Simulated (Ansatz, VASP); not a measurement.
## One calculation of SnSe, two programs

```
Sn Se
1.0
     4.25678    0.00000    0.00000
     2.12839    3.68648    0.00000
     2.12839    1.22883    3.47565
Sn Se
1 1
Direct
  0.00000 0.00000 0.00000
  0.50000 0.50000 0.50000
```

Measurements of this composition are mostly on another form, of space group No. 62.

Alike in both runs: task single point; functional PBEsol; k mesh 8 × 8 × 8; occupations gaussian, width 0.1 eV; no spin polarisation.

|  | VASP | Ansatz |
| --- | --- | --- |
| version | VASP 6.6.1 | Ansatz 0.2.0 |
| potentials or method | VASP PAW PBE potentials, release 64 (Sn, Se) | Ansatz PAW |
| plane-wave cutoff (eV) | 500 | 420 |
| valence electrons in the cell | 10 | 30 |

```tsv
	VASP	Ansatz	Ansatz less VASP
gap on the k mesh at the Fermi level (eV)	0.65	0.65	-0.004
least direct gap on the mesh (eV)	0.65	0.65	-0.004
pressure (GPa)	-2.0	-1.9	+0.10
```

With one functional, cell and mesh, what is left measures potentials, basis and numerics. The two sets of potentials don't hold the same shells in valence.

Caveats: spin-orbit coupling is left out, which moves the levels of the heavy elements; the PAW data sets were made with another functional, which shifts forces and pressure a little (VASP); the PAW data sets come from PBE, with cores solved anew for the run's functional, which leaves a small shift of forces and pressure (Ansatz). A k mesh can miss the band edges.
